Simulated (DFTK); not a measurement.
# Sn (Fd-3m) in DFTK: equation of state

How stiff is Sn in PBEsol, and what volume does it want? The cell is scaled to several volumes.

All numbers are computed with DFTK 0.8.2; they aren't measurements. Logs are shortened: lines on timing, memory, paths and dates and some standing lists are left out, and cuts for length are marked.

## 1. The crystal as given

The structure is cubic, space group Fd-3m (No. 227). The conventional cell has a = 6.467 Å, b = 6.467 Å, c = 6.467 Å, α = 90.00°, β = 90.00°, γ = 90.00°. Around Sn (site symmetry -43m) lie 4 Sn at 2.80 Å.

This isn't the form of Sn at room conditions, which is tetragonal (white tin).

## 2. Equation of state, PBEsol

run.jl reads:

```julia
using DFTK
using PseudoPotentialData
using Unitful, UnitfulAtomic
using LinearAlgebra, Printf
include("save.jl")
disable_threading()

# lattice vectors are the columns
lattice = austrip(1u"Å") * [           0.0      3.2333428      3.2333428;
                3.2333428            0.0      3.2333428;
                3.2333428      3.2333428            0.0]
symbols   = [:Sn, :Sn]
positions = [[0.75, 0.75, 0.75],
             [0.5, 0.5, 0.5]]
pseudopotentials = PseudoFamily("dojo.nc.sr.pbesol.v0_4_1.standard.upf")
elements = Dict(s => ElementPsp(s, pseudopotentials) for s in unique(symbols))
atoms    = [elements[s] for s in symbols]

build_model(lattice, positions; symmetries=true) =
    model_DFT(lattice, atoms, positions;
              functionals=PBEsol(),
              temperature=austrip(0.05u"eV"),
              smearing=Smearing.FermiDirac(),
              symmetries)
Ecut  = 36.0  # hartree
kgrid = [7, 7, 7]
tol   = 1e-6
to_GPa = ustrip(uconvert(u"GPa", 1u"hartree/bohr^3"))

results["points"] = []
for scale in [0.94, 0.96, 0.98, 1.0, 1.02, 1.04, 1.06]
    println("\n=== scale = ", scale)
    model = build_model(cbrt(scale) * lattice, positions)
    basis = PlaneWaveBasis(model; Ecut, kgrid)
    t0 = time()
    scfres = self_consistent_field(basis;
                                   tol,
                                   nbandsalg=AdaptiveBands(model; n_bands_converge=19))
    seconds = time() - t0
    @printf "SCF: %d iterations, %.1f s\n" scfres.n_iter seconds
    forces = compute_forces_cart(scfres)
    stress = compute_stresses_cart(scfres)
    @printf "V = %.5f Å^3  F = %.8f Ha  max force = %.5f eV/Å  p = %.4f GPa\n" ustrip(auconvert(u"Å^3", model.unit_cell_volume)) scfres.energies.total ustrip(auconvert(u"eV/Å", maximum(norm, forces))) (-tr(stress) / 3 * to_GPa)
    push!(results["points"], save_scf!(scfres; forces, stress, d=Dict{String,Any}("seconds" => seconds, "n_matvec" => get(scfres, :n_matvec, 0))))
end

# third-order Birch-Murnaghan fit in x = V^(-2/3)
V = [0.94, 0.96, 0.98, 1.0, 1.02, 1.04, 1.06] * abs(det(lattice))
E = [p["total"] for p in results["points"]]
x = V .^ (-2 / 3)
c = [x .^ 0 x x .^ 2 x .^ 3] \ E
Δ = c[3]^2 - 3c[2] * c[4]
if Δ > 0
    x0 = (-c[3] + sqrt(Δ)) / 3c[4]
    B0 = 4 / 9 * x0^(7 / 2) * (2c[3] + 6c[4] * x0)
    @printf "V0 = %.4f Å^3  B0 = %.2f GPa\n" ustrip(auconvert(u"Å^3", x0^(-3 / 2))) B0 * to_GPa
end
```

Potentials or basis: dojo.nc.sr.pbesol.v0_4_1.standard.upf (PBEsol).

The run is started by

```bash
julia --threads=1 run.jl  # save.jl only writes the numbers to a file and isn't shown; printed stress counts tension as positive; times include loading and compiling
```

The log of the run:

```text
=== scale = 0.94
n     Energy            log10(ΔE)   log10(Δρ)   Diag   Δtime
---   ---------------   ---------   ---------   ----   ------
  1   -157.2496020939                   -1.00    4.5    5.67s
  2   -157.2545726243       -2.30       -1.50    1.0    2.40s
  3   -157.2549443656       -3.43       -1.90    1.6    2.58s
  4   -157.2549786074       -4.47       -2.60    1.1    2.17s
  5   -157.2549831669       -5.34       -3.01    2.6    2.71s
  6   -157.2549834574       -6.54       -3.25    1.9    2.57s
  7   -157.2549835428       -7.07       -4.27    1.1    2.24s
  8   -157.2549835492       -8.19       -3.99    3.1    3.11s
  9   -157.2549835527       -8.46       -5.72    1.4    2.42s
 10   -157.2549835528      -10.08       -5.51    3.8    3.70s
[... 64 further cycles ...]
  3   -157.2583889942       -3.44       -1.87    1.6    4.21s
  4   -157.2584182992       -4.53       -2.54    1.1    3.19s
  5   -157.2584240259       -5.24       -2.99    2.3    4.02s
  6   -157.2584242559       -6.64       -3.20    1.9    4.13s
  7   -157.2584243765       -6.92       -4.36    1.0    3.27s
  8   -157.2584243824       -8.23       -4.20    3.5    5.83s
  9   -157.2584243840       -8.80       -5.46    1.1    3.26s
 10   -157.2584243840      -10.40       -5.60    3.1    5.54s
 11   -157.2584243840      -11.76       -5.80    1.8    4.07s
 12   -157.2584243840      -11.86       -6.90    1.0    3.83s
SCF: 12 iterations, 52.0 s
V = 71.66236 Å^3  F = -157.25842438 Ha  max force = 0.00000 eV/Å  p = -0.8414 GPa
V0 = 70.1548 Å^3  B0 = 41.21 GPa
```

It took 9.8 min on 1 thread of AMD EPYC 9R45 (Zen 5), shared host; peak memory 2.1 GiB.

Results:

- Equilibrium volume: 35.08 Å³/atom
- Bulk modulus: 41 GPa
- Pressure derivative of the bulk modulus: 5.0

Energy against volume, from the lowest point:
```
volume (Å³/atom)  energy (meV/atom)
          31.775              48.78
          32.451              29.57
          33.127              15.62
          33.803               6.38
          34.479               1.33
          35.155               0.00
          35.831               1.97
```

## 3. Single point, PBEsol, 31.77 Å³/atom (volume scaled by 0.94)

run.jl is that of step 2.

Potentials or basis: dojo.nc.sr.pbesol.v0_4_1.standard.upf (PBEsol).

The run is started by

```bash
julia --threads=1 run.jl  # one pass of the loop, scale = 0.94; save.jl only writes the numbers to a file and isn't shown; printed stress counts tension as positive; times include loading and compiling
```

Wall time 35 s (1 thread of AMD EPYC 9R45 (Zen 5), shared host).

The run converged. Its results:

* Free energy: -4279.1261 eV
* Pressure: 5.2 GPa
* Band gap on the k mesh: none (metal or under the smearing width)

## 4. Single point, PBEsol, 32.45 Å³/atom (volume scaled by 0.96)

run.jl is that of step 3.

The run is started by

```bash
julia --threads=1 run.jl  # one pass of the loop, scale = 0.96; save.jl only writes the numbers to a file and isn't shown; printed stress counts tension as positive; times include loading and compiling
```

Run time: 53 s. Hardware: 1 thread of AMD EPYC 9R45 (Zen 5), shared host.

The run converged. Its results:

```
Free energy            : -4279.1645 eV
Pressure               : 3.9 GPa
Band gap on the k mesh : none (metal or under the smearing width)
```

## 5. Single point, PBEsol, 33.13 Å³/atom (volume scaled by 0.98)

run.jl is that of step 4.

The run is started by

```bash
julia --threads=1 run.jl  # one pass of the loop, scale = 0.98; save.jl only writes the numbers to a file and isn't shown; printed stress counts tension as positive; times include loading and compiling
```

It took 50 s on 1 thread of AMD EPYC 9R45 (Zen 5), shared host.

Results (log left out):

```yaml
Free_energy: -4279.1924 eV
Pressure: 2.7 GPa
Band_gap_on_the_k_mesh: none (metal or under the smearing width)
```

## 6. Single point, PBEsol, 33.80 Å³/atom

run.jl is that of step 5.

Potentials or basis: dojo.nc.sr.pbesol.v0_4_1.standard.upf (PBEsol).

The run is started by

```bash
julia --threads=1 run.jl  # one pass of the loop, scale = 1.0; save.jl only writes the numbers to a file and isn't shown; printed stress counts tension as positive; times include loading and compiling
```

Run time: 50 s. Hardware: 1 thread of AMD EPYC 9R45 (Zen 5), shared host.

It converged, with:

| Property | Result |
| --- | --- |
| Free energy | -4279.2109 eV |
| Pressure | 1.7 GPa |
| Band gap on the k mesh | none (metal or under the smearing width) |

## 7. Single point, PBEsol, 34.48 Å³/atom (volume scaled by 1.02)

run.jl is that of step 6.

The run is started by

```bash
julia --threads=1 run.jl  # one pass of the loop, scale = 1.02; save.jl only writes the numbers to a file and isn't shown; printed stress counts tension as positive; times include loading and compiling
```

Wall time 51 s (1 thread of AMD EPYC 9R45 (Zen 5), shared host).

Results (log left out):

```
Free energy            : -4279.2210 eV
Pressure               : 0.7 GPa
Band gap on the k mesh : none (metal or under the smearing width)
```

## 8. Single point, PBEsol, 35.16 Å³/atom (volume scaled by 1.04)

run.jl is that of step 7.

The run is started by

```bash
julia --threads=1 run.jl  # one pass of the loop, scale = 1.04; save.jl only writes the numbers to a file and isn't shown; printed stress counts tension as positive; times include loading and compiling
```

It took 51 s on 1 thread of AMD EPYC 9R45 (Zen 5), shared host.

It converged, with:

* Free energy: -4279.2237 eV
* Pressure: -0.1 GPa
* Band gap on the k mesh: none (metal or under the smearing width)

## 9. Single point, PBEsol, 35.83 Å³/atom (volume scaled by 1.06)

run.jl is that of step 8.

Potentials or basis: dojo.nc.sr.pbesol.v0_4_1.standard.upf (PBEsol).

The run is started by

```bash
julia --threads=1 run.jl  # one pass of the loop, scale = 1.06; save.jl only writes the numbers to a file and isn't shown; printed stress counts tension as positive; times include loading and compiling
```

Run time: 52 s. Hardware: 1 thread of AMD EPYC 9R45 (Zen 5), shared host.

What came out:

- Free energy: -4279.2197 eV
- Pressure: -0.8 GPa
- Band gap on the k mesh: none (metal or under the smearing width)
